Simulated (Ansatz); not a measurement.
# InSe (P-6m2) in Ansatz: band structure with PBE

Aim: the band structure of InSe with PBE.

Everything below comes from runs of Ansatz 0.2.0. Logs are shortened: lines on timing, memory, paths and dates and some standing lists are left out, and cuts for length are marked.

### 1 The crystal as given

The structure is hexagonal, space group P-6m2 (No. 187). The conventional cell has a = 4.047 Å, b = 4.047 Å, c = 18.052 Å, α = 90.00°, β = 90.00°, γ = 120.00°. Around In (site symmetry 3m) lie 3 Se at 2.65 Å and 1 In at 2.79 Å. In (site symmetry 3m) has 3 Se at 2.65 Å and 1 In at 2.79 Å as nearest neighbours. Se (site symmetry 3m) has 3 In at 2.65 Å as nearest neighbours. Se (site symmetry 3m) has 3 In at 2.65 Å as nearest neighbours.

Measurements of this composition are mostly on another form, of space group No. 160.

### 2 Band structure, PBE

input.yaml

```yaml
crystal:
  lattice:
    - [4.0473293151, 0.0, 0.0]
    - [-2.0236646576, 3.5050900044, 0.0]
    - [0.0, 0.0, 18.05206491]
  atoms:
    - { symbol: In, position: [0.3333333333, 0.6666666667, 0.07739049] }
    - { symbol: In, position: [0.3333333333, 0.6666666667, 0.92260951] }
    - { symbol: In, position: [0.0, 0.0, 0.42260632] }
    - { symbol: In, position: [0.0, 0.0, 0.57739368] }
    - { symbol: Se, position: [0.3333333333, 0.6666666667, 0.35298428] }
    - { symbol: Se, position: [0.3333333333, 0.6666666667, 0.64701572] }
    - { symbol: Se, position: [0.6666666667, 0.3333333333, 0.14699993] }
    - { symbol: Se, position: [0.6666666667, 0.3333333333, 0.85300007] }
hamiltonian:
  xc: pbe
  pseudopotentials: { kind: paw }
kpoints:
  mp_grid: { grid: [6, 6, 2] }
  band_path:
    path:
      - [[0.0, 0.0, 0.0], [0.5, 0.0, 0.0], [0.3333333333, 0.3333333333, 0.0], [0.0, 0.0, 0.0], [0.0, 0.0, 0.5], [0.5, 0.0, 0.5], [0.3333333333, 0.3333333333, 0.5], [0.0, 0.0, 0.5]]
      - [[0.5, 0.0, 0.5], [0.5, 0.0, 0.0]]
      - [[0.3333333333, 0.3333333333, 0.0], [0.3333333333, 0.3333333333, 0.5]]
    npoints: 10
scf:
  occupations: { method: fermi_dirac, width: 0.05 }
  n_extra_bands: 20
output:
  forces: true
  stress: true
  eigenvalues: true
  fatbands: false
```

Potentials or basis: Ansatz PAW.

Started as:

```console
$ ansatz run input.yaml --threads 4 --pin off --max-ram 11264MiB --backend cpu --events-out ev --progress --plain --runs-dir out
```

The log of the run:

```text
Warning: RAYON_NUM_THREADS=4 ignored (pool sized by the plan → 4); use --threads N
scf.n_extra_bands = 20 over 58 filled bands (N_el = 116.0): the run solves 78 bands
Engine: ansatz 0.2.0, aarch64-unknown-linux-gnu
Pseudopotentials: kind: paw
Pseudopotential: In, paw, valence charge 13, recommended cutoff 420 eV (normal), In.paw.azcp
Pseudopotential: Se, paw, valence charge 16, recommended cutoff 420 eV (normal), Se.paw.azcp
Functional definition: PBE
  parameter kappa = 0.804
  parameter beta = 0.06672455060314922
  exchange = pbe_x(kappa = kappa, mu = beta*pi^2/3)
  correlation = pbe_c(beta = beta)
Crystal: 8 atoms, lattice volume = 256.091 Å³
Basis set: ecut = 420 eV, 4981 PW (Γ), exchange–correlation on 60×60×250 points (8 copies of the dense FFT grid, shifted against one another)
Bands: 78, of which v1, the nominal top of the filled ones, is band 58 counted from 1 (57 counted from 0)
Symmetry: 12 space group operations
Space group: P-6m2 (ITA 187), of the structure as read, at distance tolerance 6.4e-5 Å
k-points: 14 of 72 (time reversal used)
Non-local potential: In, projectors of the file, l = 0: 2, l = 1: 2, l = 2: 2, l = 3: 2
Non-local potential: Se, projectors of the file, l = 0: 2, l = 1: 2, l = 2: 3, l = 3: 1
PAW form: soft (Blöchl's): semilocal exchange-correlation on the pseudo side does not see the compensation charge
PAW one-centre angular grid: In, 590 points (default); XC on 64 Gauss nodes
PAW one-centre angular grid: Se, 590 points (default); XC on 64 Gauss nodes
Initial density: superposition of atomic densities (neutral atoms: chi_scale 0, normalization atom), corrected by the library's trained network
Initial wavefunctions: pseudopotential atomic-orbital guess
Functional: x = pbe(κ = 0.804, μ = 0.2195149727645171), c = pbe(β = 0.06672455060314922)
SCF iter   1: F=—  HF=-44271.858447 eV  |F-HF|=—  |Δ(HF+E_count)|=         —  Δρ=1.60e-3  dr2=1.14e-2  ethr=1.77e-3  ⟨swp⟩=6.0  Hψ=4282  notcnv=0  defer=68
preconditioner: auto → Resta (q_TF=auto, 2.391 Å⁻¹)  ε∞=2.7  [insulator: Δε(μ)=0.724 eV  Ē_g=15.394 eV  σ=0.050 eV  W_gap=1.00  n_scr=66 (ndim 8)  ℏωp=20.2 eV  f_vac=0.164  D(μ)=0.00/eV (n_scr^D=0)  ε∞_Penn≈2.7]
SCF iter   2: F=—  HF=-44271.852850 eV  |F-HF|=—  |Δ(HF+E_count)|=   5.60e-3  Δρ=7.92e-4  dr2=1.91e-3  ethr=9.82e-6  ⟨swp⟩=2.0  Hψ=1822  notcnv=0  defer=133
SCF iter   3: F=—  HF=-44271.852883 eV  |F-HF|=—  |Δ(HF+E_count)|=   3.32e-5  Δρ=3.82e-4  dr2=4.14e-4  ethr=1.64e-6  ⟨swp⟩=2.3  Hψ=1364  notcnv=0  defer=133
SCF iter   4: F=—  HF=-44271.853081 eV  |F-HF|=—  |Δ(HF+E_count)|=   1.98e-4  Δρ=1.03e-4  dr2=2.15e-5  ethr=3.57e-7  ⟨swp⟩=2.9  Hψ=1408  notcnv=0  defer=133
SCF iter   5: F=—  HF=-44271.853071 eV  |F-HF|=—  |Δ(HF+E_count)|=   1.05e-5  Δρ=3.80e-5  dr2=6.14e-6  ethr=1.85e-8  ⟨swp⟩=2.0  Hψ=1428  notcnv=0  defer=133
SCF iter   6: F=—  HF=-44271.853072 eV  |F-HF|=—  |Δ(HF+E_count)|=   1.57e-6  Δρ=1.08e-5  dr2=3.59e-7  ethr=5.29e-9  ⟨swp⟩=2.0  Hψ=1428  notcnv=0  defer=133
SCF iter   7: F=-44271.853073 eV  HF=-44271.853073 eV  |F-HF|=2.24e-8  |Δ(HF+E_count)|=   4.20e-7  Δρ=2.41e-6  dr2=4.71e-8  ethr=8.62e-11  ⟨swp⟩=11.4  Hψ=5631  notcnv=0
SCF 1 converged in 7 iterations: F = -44271.853073 eV  dr2 = 4.71e-8
NSCF: frozen V_eff on 93 k-points
SCF converged after 7 iterations
Free energy (F): -44271.853073 eV
Harris-Foulkes:  -44271.853073 eV  (|F-HF|=2.24e-8)
Internal energy: -44271.853052 eV  (E = F + TS)
E sigma→0 (E₀):  -44271.853063 eV
Entropy (-TS):   -0.000020 eV (-0.003 meV/atom)
Fermi energy:    6.303807 eV
--- Per-component energies (eV) ---
  E_band       = -1946.998399
  E_kinetic    = 1444.516471
  E_local      = -16965.646340  (includes V_loc(G=0)·N_el)
  E_nonlocal   = -914.182240
  E_hartree    = 7807.537961
  E_xc         = -1276.858753
  E_vxc        = -788.148667  (∫ρ·V_xc dr)
  E_paw        = -24265.540564  (= ΣΔE_a)
  E_vpaw       = -338.611801  (= ΣTr[D̂ρ^β])
  E_aug_tail   = -0.002301  (compensation charges beyond the density's cutoff)
  E_ewald      = -10101.677288
  E_smearing   = -0.000020  (= −TS)
  E_closure    = 0.000000  (closes the sum)
  Σ components = -44271.853073   (vs F -44271.853073, Δ=0.00e0)
--- Forces (eV/Å), atoms counted from 1 ---
  atom   1  In    -0.00000000    -0.00000000    -0.09615610
  atom   2  In    -0.00000000    -0.00000000     0.09615610
  atom   3  In    -0.00000000     0.00000000     0.09499416
  atom   4  In    -0.00000000     0.00000000    -0.09499416
  atom   5  Se     0.00000000    -0.00000000    -0.23731759
  atom   6  Se     0.00000000    -0.00000000     0.23731759
  atom   7  Se     0.00000000     0.00000000     0.23849081
  atom   8  Se     0.00000000     0.00000000    -0.23849081
  max |Σ_I F_I| component: 5.55e-17 eV/Å
--- Stress (GPa, compression-positive) ---
        1.458693       0.000000       0.000000
       -0.000000       1.458693       0.000000
        0.000000       0.000000       1.384101
  P = ⅓ Tr σ = 1.4338 GPa (14.338 kbar)
--- Band table (eV; the first three rows and the last of 14) ---
  k-point 0: bands = ["-41.2341", "-41.2341", "-41.2341", "-41.2341", "-41.2304", "-41.2304", "-41.2304", "-41.2304", "-41.1999", "-41.1999", "-41.1999", "-41.1999", "-41.1962", "-41.1962", "-41.1962", "-41.1962", "-41.1874", "-41.1874", "-41.1837", "-41.1837", "-8.5961", "-8.5934", "-8.4088", "-8.4088", "-8.4061", "-8.4061", "-8.3258", "-8.3258", "-8.3231", "-8.3231", "-8.3160", "-8.3160", "-8.3133", "-8.3133", "-8.1399", "-8.1399", "-8.1372", "-8.1372", "-8.1235", "-8.1201", "-7.1446", "-7.0704", "-7.0018", "-6.9243", "0.0783", "0.2229", "2.2380", "2.6857", "4.8604", "4.8604", "4.9068", "4.9068", "4.9370", "4.9370", "4.9856", "4.9856", "4.9874", "5.9297", "6.6578", "7.4404", "8.1765", "8.2208", "10.4075", "10.4075", "10.4373", "10.4373", "11.6627", "11.6627", "11.7105", "11.7105", "11.7505", "11.8318", "12.8505", "13.5043", "14.0001", "14.3524", "14.9925", "14.9925"]
  k-point 1: bands = ["-41.2341", "-41.2341", "-41.2341", "-41.2341", "-41.2304", "-41.2304", "-41.2304", "-41.2304", "-41.1999", "-41.1999", "-41.1999", "-41.1999", "-41.1962", "-41.1962", "-41.1962", "-41.1962", "-41.1874", "-41.1874", "-41.1837", "-41.1837", "-8.5961", "-8.5934", "-8.4088", "-8.4088", "-8.4061", "-8.4061", "-8.3258", "-8.3258", "-8.3231", "-8.3231", "-8.3160", "-8.3160", "-8.3133", "-8.3133", "-8.1399", "-8.1399", "-8.1372", "-8.1372", "-8.1231", "-8.1204", "-7.1181", "-7.1154", "-6.9552", "-6.9524", "0.1447", "0.1484", "2.4474", "2.4530", "4.8760", "4.8760", "4.8778", "4.8778", "4.9670", "4.9670", "4.9689", "4.9689", "5.3791", "5.3904", "7.1238", "7.1389", "8.2013", "8.2085", "10.4210", "10.4210", "10.4233", "10.4233", "11.6858", "11.6858", "11.6876", "11.6876", "11.7805", "11.7870", "13.1192", "13.1318", "14.2162", "14.2528", "15.0705", "15.0705"]
  k-point 2: bands = ["-41.2341", "-41.2341", "-41.2341", "-41.2341", "-41.2304", "-41.2304", "-41.2303", "-41.2303", "-41.1999", "-41.1999", "-41.1999", "-41.1999", "-41.1962", "-41.1962", "-41.1962", "-41.1962", "-41.1874", "-41.1874", "-41.1837", "-41.1837", "-8.5998", "-8.5971", "-8.4839", "-8.4806", "-8.4225", "-8.4186", "-8.4055", "-8.4029", "-8.3227", "-8.3201", "-8.3082", "-8.3055", "-8.3028", "-8.3001", "-8.1785", "-8.1756", "-8.1420", "-8.1393", "-8.0536", "-8.0508", "-6.8816", "-6.8142", "-6.7556", "-6.6849", "0.2089", "0.3055", "2.1862", "2.3424", "3.6137", "3.7631", "3.7998", "4.2206", "4.5455", "4.6108", "4.6559", "4.7254", "5.2506", "5.8044", "7.7858", "8.1438", "8.8240", "8.9421", "9.7779", "9.8571", "10.6384", "10.6785", "10.7340", "10.8731", "12.1396", "12.1962", "12.2614", "12.3447", "12.5233", "13.1874", "13.3650", "14.2164", "14.5478", "14.8609"]
  k-point 13: bands = ["-41.2340", "-41.2340", "-41.2340", "-41.2340", "-41.2302", "-41.2302", "-41.2302", "-41.2302", "-41.2000", "-41.2000", "-41.1999", "-41.1999", "-41.1962", "-41.1962", "-41.1962", "-41.1962", "-41.1873", "-41.1873", "-41.1836", "-41.1836", "-8.7096", "-8.7070", "-8.6178", "-8.6152", "-8.5331", "-8.5304", "-8.4266", "-8.4240", "-8.3163", "-8.3137", "-8.2786", "-8.2760", "-8.2680", "-8.2654", "-8.1738", "-8.1716", "-8.1711", "-8.1689", "-7.9751", "-7.9722", "-5.8457", "-5.8425", "-5.7812", "-5.7780", "0.0028", "0.0047", "0.7926", "0.7935", "2.3163", "2.3264", "2.6261", "2.6409", "3.6939", "3.7134", "4.0767", "4.1657", "4.3932", "4.4794", "8.0400", "8.0957", "8.5786", "8.6492", "9.4968", "9.6056", "10.5379", "10.7104", "11.8116", "11.8193", "12.7100", "12.7512", "12.8259", "13.0639", "13.2412", "13.9993", "14.1133", "14.1291", "14.2978", "14.9818"]
```

Wall time 56 s (4 threads of Arm Neoverse N1, shared host); peak memory 1.3 GiB.

What came out:

```yaml
Free_energy: -44271.8531 eV
Pressure: 1.4 GPa
Largest_force: 0.238 eV/Å
Band_gap_on_the_k_mesh: 0.73 eV, direct
Band_gap_along_the_path: 0.73 eV, direct
```

Forces on the atoms (eV/Å):
```
In   0.000  0.000 -0.096
In   0.000  0.000  0.096
In   0.000  0.000  0.095
In   0.000  0.000 -0.095
Se   0.000  0.000 -0.237
Se   0.000  0.000  0.237
Se   0.000  0.000  0.238
Se   0.000  0.000 -0.238
```

Levels at the corners of the path, in eV from the valence-band top:
```
point  band 54  band 55  band 56  band 57  band 58  band 59  band 60  band 61  band 62  band 63
    Γ    -0.99    -0.94    -0.94    -0.94     0.00     0.73     1.51     2.25     2.29     4.48
    M    -1.95    -1.93    -1.86    -1.44    -1.32     1.72     1.73     1.95     1.95     3.67
    K    -2.22    -1.78    -1.76    -1.54    -1.51     2.15     2.15     2.65     2.69     3.61
    Γ    -0.99    -0.94    -0.94    -0.94     0.00     0.73     1.51     2.25     2.29     4.48
    A    -0.96    -0.96    -0.96    -0.55    -0.54     1.19     1.21     2.27     2.28     4.49
    L    -2.02    -1.89    -1.89    -1.38    -1.34     1.63     1.71     1.94     2.08     3.69
    H    -2.22    -1.85    -1.76    -1.54    -1.45     2.11     2.17     2.65     2.72     3.57
    A    -0.96    -0.96    -0.96    -0.55    -0.54     1.19     1.21     2.27     2.28     4.49
    L    -2.02    -1.89    -1.89    -1.38    -1.34     1.63     1.71     1.94     2.08     3.69
    M    -1.95    -1.93    -1.86    -1.44    -1.32     1.72     1.73     1.95     1.95     3.67
    K    -2.22    -1.78    -1.76    -1.54    -1.51     2.15     2.15     2.65     2.69     3.61
    H    -2.22    -1.85    -1.76    -1.54    -1.45     2.11     2.17     2.65     2.72     3.57
```

Caveat: spin-orbit coupling is left out, which moves the levels of the heavy elements; this functional lacks dispersion, which binds the layers, so the pressure and a relaxed spacing across them are unreliable.
